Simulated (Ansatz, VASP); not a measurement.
**Two plane-wave programs on MnS**

INCAR

```
SYSTEM = MnS
PREC     = Accurate       ! precision mode
ENCUT    = 520            ! plane-wave cutoff, eV
EDIFF    = 1E-7           ! SCF threshold, eV
ISMEAR   = -1             ! smearing method
SIGMA    = 0.05           ! smearing width, eV
LREAL    = .FALSE.        ! projectors in reciprocal space
LASPH    = .TRUE.         ! aspherical terms in the spheres
NELM     = 150            ! most SCF steps
ALGO     = Normal         ! electronic algorithm
ISIF     = 2              ! what is computed and relaxed
LWAVE    = .FALSE.        ! write WAVECAR
LCHARG   = .TRUE.         ! write CHGCAR
ISPIN    = 2              ! spin polarisation
MAGMOM   = 4 0            ! initial moments
LORBIT   = 11             ! projections on sites
LMAXMIX  = 4              ! l up to which the mixer works
LDAU     = .TRUE.         ! DFT+U
LDAUTYPE = 2            
LDAUL    = 2 -1           ! shell
LDAUU    = 1 0            ! U, eV
LDAUJ    = 0 0          
LDAUPRINT= 1            
GGA      = PS             ! functional
LELF     = .TRUE.         ! ELF
LVHAR    = .TRUE.       
NBANDS   = 20             ! bands
```

Contents of KPOINTS:

```
Automatic mesh
0
G
  9 9 9
  0 0 0
```

Contents of POSCAR:

```
MnS
1.0
    0.0000000000      2.6045000000      2.6045000000
    2.6045000000      0.0000000000      2.6045000000
    2.6045000000      2.6045000000      0.0000000000
Mn S
1 1
Direct
    0.0000000000      0.0000000000      0.0000000000
    0.5000000000      0.5000000000      0.5000000000
```

input.yaml

```yaml
crystal:
  lattice:
    - [0.0, 2.6045, 2.6045]
    - [2.6045, 0.0, 2.6045]
    - [2.6045, 2.6045, 0.0]
  atoms:
    - { symbol: Mn, position: [0.0, 0.0, 0.0], spin: 4.0 }
    - { symbol: S, position: [0.5, 0.5, 0.5] }
hamiltonian:
  xc: pbesol
  pseudopotentials: { kind: paw }
  hubbard: { sites: [{ species: Mn, l: d, u_eff: 1.0 }] }
magnetization:
  spin_polarized: true
kpoints:
  mp_grid: { grid: [9, 9, 9] }
scf:
  occupations: { method: fermi_dirac, width: 0.05 }
  n_extra_bands: 6
output:
  forces: true
  stress: true
  eigenvalues: true
  dos: { projected: true, de: 0.05, nscf_kmesh: { grid: [14, 14, 14] } }
```

Alike in both runs: functional PBEsol; k mesh 9 × 9 × 9; occupations fermi-dirac, width 0.05 eV; collinear spin; Hubbard terms Mn d U = 1.0 eV.

```csv
,VASP,Ansatz
version,VASP 6.6.1,Ansatz 0.2.0
potentials or method,"VASP PAW PBE potentials, release 64 (Mn_pv, S)",Ansatz PAW
plane-wave cutoff (eV),520,420
valence electrons in the cell,19,21
task,single point,projected density of states
```

VASP gave:

* gap on the k mesh at the Fermi level (eV): none
* pressure (GPa): -4.2
* net moment per atom (μB): 2.43
* size of the moment on the site where the two differ most (μB): 4.38

Estimate Ansatz's values.

gap on the k mesh at the Fermi level (eV): none; pressure (GPa): -3.9; net moment per atom (μB): 2.43; size of the moment on the site where the two differ most (μB): 4.33.

Site moments also hang on the region over which each program counts them. The programs project onto different local orbitals, so the same U acts differently. A gap of «none» marks a metal or a gap that the smearing closes. The two sets of potentials don't hold the same shells in valence.

Caveats: a cell with one magnetic atom can't hold antiferromagnetic order, which such compounds often take; the PAW data sets were made with another functional, which shifts forces and pressure a little (VASP); the magnetic or orbital state may not be the lowest (Ansatz); the PAW data sets come from PBE, with cores solved anew for the run's functional, which leaves a small shift of forces and pressure (Ansatz); the density of states is complete only up to the lowest level of the last band computed (Ansatz). The state reached can hang on the start; a lower one may exist.
